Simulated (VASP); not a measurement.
All values below come from PBEsol GGA, VASP's PBE PAW potentials (set 64) (plane waves; VASP 6.6.1).

VASP ran on this input.

**INCAR**
```
SYSTEM = InN
PREC = Accurate
ENCUT = 620
EDIFF = 1E-6
NELM = 100
ALGO = Normal
LREAL = .FALSE.
LASPH = .TRUE.
ISMEAR = 1
SIGMA = 0.1
GGA = PS
LMAXMIX = 4
LWAVE = .FALSE.
LCHARG = .FALSE.
IBRION = 2
ISIF = 3
NSW = 40
EDIFFG = -0.02
PSTRESS = 100
```

File POSCAR:
```
InN
1.0
  0.0000000000   2.4417411500   2.4417411500
  2.4417411500   0.0000000000   2.4417411500
  2.4417411500   2.4417411500   0.0000000000
In N
1 1
Cart
  0.0000000000   0.0000000000   0.0000000000
  1.2208705750   1.2208705750   1.2208705750
```

### KPOINTS
```
Automatic mesh
0
Gamma
13 13 13
0 0 0
```

POTCAR, in this order: In_d N (PBE.64 set). Program: vasp_std.

The run wrote:

File OSZICAR:
```
       N       E                     dE             d eps       ncg     rms          rms(c)
DAV:   1     0.140926608682E+03    0.14093E+03   -0.10318E+04  2209   0.214E+03
DAV:   2    -0.151850470646E+01   -0.14245E+03   -0.13556E+03  2404   0.416E+02
DAV:   3    -0.133284937691E+02   -0.11810E+02   -0.11610E+02  2634   0.120E+02
DAV:   4    -0.136470939003E+02   -0.31860E+00   -0.31815E+00  2412   0.208E+01
DAV:   5    -0.136597627358E+02   -0.12669E-01   -0.12668E-01  2989   0.395E+00    0.103E+01
DAV:   6    -0.115367753709E+02    0.21230E+01   -0.70656E+00  3311   0.535E+01    0.573E+00
DAV:   7    -0.115275227515E+02    0.92526E-02   -0.54224E-01  2189   0.874E+00    0.225E+00
DAV:   8    -0.115062928487E+02    0.21230E-01   -0.71122E-02  2649   0.284E+00    0.630E-01
DAV:   9    -0.115017066177E+02    0.45862E-02   -0.69013E-03  3461   0.192E+00    0.174E-01
DAV:  10    -0.115018757037E+02   -0.16909E-03   -0.95267E-04  2329   0.332E-01    0.645E-02
DAV:  11    -0.115018832930E+02   -0.75893E-05   -0.29235E-05  3036   0.774E-02    0.184E-02
DAV:  12    -0.115018829174E+02    0.37559E-06   -0.16822E-05  2677   0.372E-02    0.876E-03
DAV:  13    -0.115018823637E+02    0.55372E-06   -0.11849E-06  1294   0.223E-02
   1 F= -.96846173E+01 E0= -.96846454E+01  d E =-.968462E+01
```

**OUTCAR**
```
------------------------ aborting loop because EDIFF is reached ----------------------------------------
  FORCE on cell =-STRESS in cart. coord.  units (eV):
  Direction    XX          YY          ZZ          XY          YZ          ZX
  --------------------------------------------------------------------------------------
  Total        1.8058508      1.8058508      1.8058508      0.0000000      0.0000000     -0.0000000
  in kB       99.3718992     99.3718992     99.3718992      0.0000000      0.0000000     -0.0000000
  external PRESSURE =      -0.6281008 kB  Pullay stress =     100.0000000 kB
  volume of cell :       29.12
      direct lattice vectors                 reciprocal lattice vectors
     0.000000000  2.441741150  2.441741150    -0.204771910  0.204771910  0.204771910
     2.441741150  0.000000000  2.441741150     0.204771910 -0.204771910  0.204771910
     2.441741150  2.441741150  0.000000000     0.204771910  0.204771910 -0.204771910
 POSITION                                       TOTAL-FORCE (eV/Angst)
 -----------------------------------------------------------------------------------
      0.00000      0.00000      0.00000        -0.000000      0.000000     -0.000000
      1.22087      1.22087      1.22087         0.000000     -0.000000      0.000000
 -----------------------------------------------------------------------------------
    total drift:                               -0.000000     -0.000000     -0.000000
  FREE ENERGIE OF THE ION-ELECTRON SYSTEM (eV)
  ---------------------------------------------------
  free  energy   TOTEN  =       -11.5018823637 eV

  energy  without entropy=      -11.5019665673  energy(sigma->0) =      -11.50191043
  enthalpy is  TOTEN    =        -9.6846172888 eV   P V=        1.8172650750

 reached required accuracy - stopping structural energy minimisation
```
(Selected blocks of OUTCAR.)

OUTCAR:
```
 val. band max:        7.1890954115   @ k =   0.0000   0.0000   0.0000

 cond. band min:       7.8817921138   @ k =   0.0769   0.0000   0.0000


 Fermi energy:         7.2047547858

 k-point     1 :       0.0000    0.0000    0.0000
  band No.  band energies     occupation
      1      -7.8896      2.00000
      2      -6.2796      2.00000
      3      -6.2796      2.00000
      4      -6.2796      2.00000
      5      -5.8057      2.00000
      6      -5.8057      2.00000
      7       6.9077      2.00022
      8       7.1891      1.26148
      9       7.1891      1.26148
     10       7.1891      1.26147
     11      16.8656      0.00000
     12      16.8656      0.00000
     13      16.8656      0.00000

 k-point     2 :       0.0769    0.0000    0.0000
  band No.  band energies     occupation
      1      -7.8769      2.00000
      2      -6.2667      2.00000
      3      -6.2667      2.00000
      4      -6.2171      2.00000
      5      -5.8070      2.00000
      6      -5.8070      2.00000
      7       6.1154      2.00000
      8       7.1294      1.95415
      9       7.1294      1.95414
     10       7.8818     -0.00000
     11      16.4321      0.00000
     12      16.9442      0.00000
     13      16.9442      0.00000

 k-point     3 :       0.1538    0.0000    0.0000
  band No.  band energies     occupation
      1      -7.8549      2.00000
      2      -6.2333      2.00000
      3      -6.2333      2.00000
      4      -6.0130      2.00000
      5      -5.8076      2.00000
      6      -5.8076      2.00000
      7       5.0700      2.00000
      8       6.9684      2.00417
      9       6.9684      2.00417
     10       8.6340     -0.00000
     11      15.5571      0.00000
     12      17.1109      0.00000
     13      17.1109      0.00000

 k-point     4 :       0.2308    0.0000    0.0000
  band No.  band energies     occupation
      1      -7.8520      2.00000
      2      -6.1944      2.00000
      3      -6.1944      2.00000
...
```

Unless said otherwise, spin-orbit coupling is left out, though it shifts the bands of the heavy elements here.

The structure was generated: InN was put into the zinc blende type (F-43m), which need not be its known phase. It was relaxed first under an external pressure of 10 GPa.
